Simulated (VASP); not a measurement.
A run of VASP 6.6.1 is set up as follows.

Contents of POSCAR:

```
InSe                                    
1.0
    4.0325940883     -0.0000000000      0.0000000000
   -2.0162970441      3.4923289236      0.0000000000
    0.0000000000     -0.0000000000     16.7578863181
  In              Se            
     4     4
Direct
     0.3333333332999970    0.6666666667000030    0.1666317070947020
     0.6666666667000030    0.3333333332999970    0.6666317070947020
     0.3333333332999970    0.6666666667000030    0.3333682929052980
     0.6666666667000030    0.3333333332999970    0.8333682929052980
     0.3333333332999970    0.6666666667000030    0.5897259163387023
     0.6666666667000030    0.3333333332999970    0.0897259163387023
     0.3333333332999970    0.6666666667000030    0.9102740836612977
     0.6666666667000030    0.3333333332999970    0.4102740836612977
```

Contents of INCAR.step1:

```
SYSTEM = InSe
PREC = Accurate
ENCUT = 520
EDIFF = 1E-5
ISMEAR = 0
SIGMA = 0.03
LREAL = .False.
LASPH = .True.
NELM = 80
ALGO = Normal
ISIF = 2
LWAVE = .True.
LCHARG = .False.
NBANDS = 48
KPAR = 2
GGA = PE
```

The input INCAR.step2:

```
SYSTEM = InSe
PREC = Accurate
ENCUT = 520
EDIFF = 1E-6
ISMEAR = 0
SIGMA = 0.03
LREAL = .False.
LASPH = .True.
NELM = 80
ALGO = Normal
ISIF = 2
LWAVE = .False.
LCHARG = .False.
METAGGA = MBJ
NBANDS = 48
KPAR = 2
ISTART = 1
```

KPOINTS

```
Automatic mesh
0
Gamma
  9 9 2
  0 0 0
```

The input KPOINTS_OPT:

```
explicit points
168
Reciprocal
 0.0000000000  0.0000000000  0.0000000000 1
 0.0555555556  0.0000000000  0.0000000000 1
 0.1111111111  0.0000000000  0.0000000000 1
 0.1666666667  0.0000000000  0.0000000000 1
 0.2222222222  0.0000000000  0.0000000000 1
 0.2777777778  0.0000000000  0.0000000000 1
[... 160 lines left out ...]
 0.5000000000  0.0000000000  0.0943072600 1
 0.5000000000  0.0000000000 -0.0943072600 1
```

Potentials or basis: VASP PAW PBE potentials, release 64 (In_d, Se).

Run with:

```bash
$ cat potpaw_PBE.64/In_d/POTCAR potpaw_PBE.64/Se/POTCAR > POTCAR
$ cp INCAR.step1 INCAR
$ mpirun -np 2 vasp_std > vasp.out
$ cp INCAR.step2 INCAR
$ mpirun -np 2 vasp_std > vasp.out
```

(1) What does it give for the band gap along the path?

(2) Estimate the band gap on the k mesh.

## Answers

(1) 1.16 eV, direct.

(2) 1.16 eV, direct.

Caveat: spin-orbit coupling is left out, which moves the levels of the heavy elements.
